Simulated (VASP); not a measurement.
# MoS2 in VASP: further runs, part 2 of 2

VASP 6.6.1. Earlier steps stand in the parts before.

**4. Single point, PBEsol**

The input, INCAR:

```
SYSTEM = MoS2
ALGO = Fast
EDIFF = 1E-6
ENCUT = 520
GGA = PS
ISIF = 2
ISMEAR = 0
LASPH = .True.
LCHARG = .True.
LELF = .True.
LREAL = .False.
LVHAR = .True.
LWAVE = .False.
NBANDS = 49
NELM = 60
PREC = Accurate
SIGMA = 0.5
```

The input, KPOINTS:

```
k-points
0
Gamma
  9 9 1
  0 0 0
```

The input, POSCAR:

```
MoS2
1.0
    3.1411200000      0.0000000000      0.0000000000
   -1.5705600000      2.7202900000      0.0000000000
    0.0000000000      0.0000000000     27.6261600000
Mo S
3 6
Direct
    0.6666700000      0.3333300000      0.0000000000
    0.3333300000      0.6666700000      0.7723400000
    0.3333300000      0.6666700000      0.2276600000
    0.3333300000      0.6666700000      0.0564500000
    0.6666700000      0.3333300000      0.8287800000
    0.6666700000      0.3333300000      0.2840600000
    0.3333300000      0.6666700000      0.9435500000
    0.6666700000      0.3333300000      0.7159400000
    0.6666700000      0.3333300000      0.1712200000
```

Command:

```console
$ cat potpaw_PBE.64/Mo_sv/POTCAR potpaw_PBE.64/S/POTCAR > POTCAR
$ mpirun -np 1 vasp_std > vasp.out
```

It took 4.6 min on 1 thread of Intel Xeon 6975P-C (Granite Rapids), shared host; peak memory 0.46 GiB.

Results (log left out):

```yaml
Free_energy: -70.3325 eV
Largest_force: 0.006 eV/Å
Band_gap_on_the_k_mesh: 1.28 eV, indirect (least direct gap 1.76 eV)
```

Forces on the atoms (eV/Å):
```
Mo  -0.001  0.000  0.000
Mo   0.001  0.000 -0.003
Mo   0.001  0.000  0.003
S    0.000  0.000 -0.006
S    0.000  0.000  0.003
S    0.000  0.000  0.000
S    0.000  0.000  0.006
S    0.000  0.000  0.000
S    0.000  0.000 -0.003
```

Levels at points of the mesh, in eV from the valence-band top:
| k point | band 35 | band 36 | band 37 | band 38 | band 39 | band 40 | band 41 | band 42 | band 43 | band 44 |
| --- | --- | --- | --- | --- | --- | --- | --- | --- | --- | --- |
| (0.00, 0.00, 0.00) | -1.92 | -1.66 | -0.82 | -0.32 | 0.00 | 2.40 | 2.41 | 2.42 | 2.42 | 2.44 |

Caveat: the PAW data sets were made with another functional, which shifts forces and pressure a little.

**5. Single point, PBEsol**

Changes to INCAR since step 4:

```diff
@@ -3,3 +3,3 @@
 EDIFF = 1E-6
-ENCUT = 520
+ENCUT = 900
 GGA = PS
@@ -16,2 +16,2 @@
 PREC = Accurate
-SIGMA = 0.5
+SIGMA = 0.02
```

KPOINTS is that of step 4.

POSCAR is that of step 4.

Potentials or basis: VASP PAW PBE potentials, release 64 (Mo_sv, S_h).

Command:

```console
$ cat potpaw_PBE.64/Mo_sv/POTCAR potpaw_PBE.64/S_h/POTCAR > POTCAR
$ mpirun -np 1 vasp_std > vasp.out
```

OUTCAR:

```text
SYSTEM = MoS2
   EDIFF = 1E-6
   ENCUT = 900
   GGA = PS
   ISIF = 2
   ISMEAR = 0
   LASPH = .True.
   LREAL = .False.
   NELM = 60
   PREC = Accurate

 ion  position               nearest neighbor table
   1  0.667  0.333  0.000-   4 2.39   7 2.39   4 2.39   7 2.39   4 2.39   7 2.39
   2  0.333  0.667  0.772-   8 2.39   8 2.39   8 2.39   5 2.39   5 2.39   5 2.39
   3  0.333  0.667  0.228-   6 2.39   6 2.39   6 2.39   9 2.39   9 2.39   9 2.39
   4  0.333  0.667  0.056-   1 2.39   1 2.39   1 2.39
   5  0.667  0.333  0.829-   2 2.39   2 2.39   2 2.39
   6  0.667  0.333  0.284-   3 2.39   3 2.39   3 2.39
   7  0.333  0.667  0.944-   1 2.39   1 2.39   1 2.39
   8  0.667  0.333  0.716-   2 2.39   2 2.39   2 2.39
   9  0.667  0.333  0.171-   3 2.39   3 2.39   3 2.39

  LATTYP: Found a hexagonal cell.
 ALAT       =     3.1411200000
 C/A-ratio  =     8.7950030562

  Lattice vectors:

 A1 = (   3.1411200000,   0.0000000000,   0.0000000000)
 A2 = (  -1.5705600000,   2.7202900000,   0.0000000000)
 A3 = (   0.0000000000,   0.0000000000,  27.6261600000)

[... 188 lines left out ...]

 E-fermi :   3.6996     XC(G=0):  -7.8212

 val. band max:        3.4595496640   @ k =   0.0000   0.0000   0.0000
 cond. band min:       4.7351605186   @ k =  -0.1111   0.3333   0.0000
 fundamental gap:      1.2756108546
 Fermi energy:         3.6995766968

 k-point     1 :       0.0000    0.0000    0.0000
  band No.  band energies     occupation
      1     -57.7201      2.00000
      2     -57.7188      2.00000
      3     -57.7188      2.00000
      4     -31.9330      2.00000
      5     -31.9321      2.00000
      6     -31.9321      2.00000
[... 1237 lines left out ...]
     48       6.5085      0.00000
     49       7.6564      0.00000

 [... further k-points ...]
[... 5 lines left out ...]
  --------------------------------------------------------------------------------------
  -------------------------------------------------------------------------------------
  Total        0.1600627      0.1608201      0.1364067      0.0006558      0.0000000      0.0000000
  in kB        1.0863771      1.0915171      0.9258189      0.0044512      0.0000000      0.0000000
  external PRESSURE =       1.0345710 kB  Pullay stress =       0.0000000 kB

 VOLUME and BASIS-vectors are now :
 -----------------------------------------------------------------------------
  energy-cutoff  :      900.00
  volume of cell :      236.06
      direct lattice vectors                 reciprocal lattice vectors
     3.141120000  0.000000000  0.000000000     0.318357783  0.183803933  0.000000000
    -1.570560000  2.720290000  0.000000000     0.000000000  0.367607865  0.000000000
     0.000000000  0.000000000 27.626160000     0.000000000  0.000000000  0.036197575

 POSITION                                       TOTAL-FORCE (eV/Angst)
 -----------------------------------------------------------------------------------
      1.57058      0.90675      0.00000        -0.000658      0.000380      0.000000
     -0.00002      1.81354     21.33679         0.000661     -0.000382     -0.005504
     -0.00002      1.81354      6.28937         0.000661     -0.000382      0.005504
     -0.00002      1.81354      1.55950         0.000326     -0.000188      0.011704
      1.57058      0.90675     22.89601        -0.000327      0.000189      0.020886
      1.57058      0.90675      7.84749        -0.000331      0.000191      0.016814
     -0.00002      1.81354     26.06666         0.000326     -0.000188     -0.011704
      1.57058      0.90675     19.77867        -0.000331      0.000191     -0.016814
      1.57058      0.90675      4.73015        -0.000327      0.000189     -0.020886
 -----------------------------------------------------------------------------------
    total drift:                                0.000001      0.000002      0.000000

  FREE ENERGIE OF THE ION-ELECTRON SYSTEM (eV)
  ---------------------------------------------------
  free  energy   TOTEN  =       -70.2939791252 eV

  energy  without entropy=      -70.2939791252  energy(sigma->0) =      -70.29397913
```

OSZICAR:

```text
N       E                     dE             d eps       ncg     rms          rms(c)
DAV:   1     0.894985428998E+03    0.89499E+03   -0.54538E+04  2658   0.220E+03
DAV:   2    -0.204216019123E+02   -0.91541E+03   -0.88876E+03  2878   0.446E+02
DAV:   3    -0.728352110957E+02   -0.52414E+02   -0.51142E+02  3124   0.931E+01
[... 14 lines left out ...]
RMM:  18    -0.702939510381E+02   -0.22014E-04   -0.60649E-06  2530   0.848E-03    0.717E-03
RMM:  19    -0.702939671542E+02   -0.16116E-04   -0.25850E-06  2123   0.587E-03    0.141E-03
RMM:  20    -0.702939766749E+02   -0.95207E-05   -0.70374E-07  1890   0.283E-03    0.105E-03
RMM:  21    -0.702939789014E+02   -0.22265E-05   -0.26066E-07  1624   0.168E-03    0.333E-04
RMM:  22    -0.702939791252E+02   -0.22385E-06   -0.87372E-08  1292   0.119E-03
   1 F= -.70293979E+02 E0= -.70293979E+02  d E =-.390369E-66
```

Wall time 13 min (1 thread of Intel Xeon 6975P-C (Granite Rapids), shared host); peak memory 0.89 GiB.

Results:

- Free energy: -70.2940 eV
- Largest force: 0.021 eV/Å
- Band gap on the k mesh: 1.28 eV, indirect (least direct gap 1.77 eV)

Forces on the atoms (eV/Å):
```
Mo  -0.001  0.000  0.000
Mo   0.001  0.000 -0.006
Mo   0.001  0.000  0.006
S    0.000  0.000  0.012
S    0.000  0.000  0.021
S    0.000  0.000  0.017
S    0.000  0.000 -0.012
S    0.000  0.000 -0.017
S    0.000  0.000 -0.021
```

Caveat: the PAW data sets were made with another functional, which shifts forces and pressure a little.

**6. Summary**

```tsv
potentials or basis	k mesh	cutoff (eV)	smearing	gap on the mesh (eV)	largest force (eV/Å)
VASP PAW PBE potentials, release 64 (Mo_sv, S)	9 × 9 × 1	700	gaussian 0.02 eV	1.28	0.01
VASP PAW PBE potentials, release 64 (Mo_sv, S)	15 × 15 × 2	520	gaussian 0.02 eV	1.23	0.01
VASP PAW PBE potentials, release 64 (Mo_sv, S)	9 × 9 × 1	520	gaussian 0.5 eV	1.28	0.01
VASP PAW PBE potentials, release 64 (Mo_sv, S_h)	9 × 9 × 1	900	gaussian 0.02 eV	1.28	0.02
```

Alike in all rows: task single point; level PBEsol; no spin polarisation; cell as given.

Caveats: the PAW data sets were made with another functional, which shifts forces and pressure a little.

Total energies depend on the potentials used, so only differences within one code and one set of settings carry meaning.
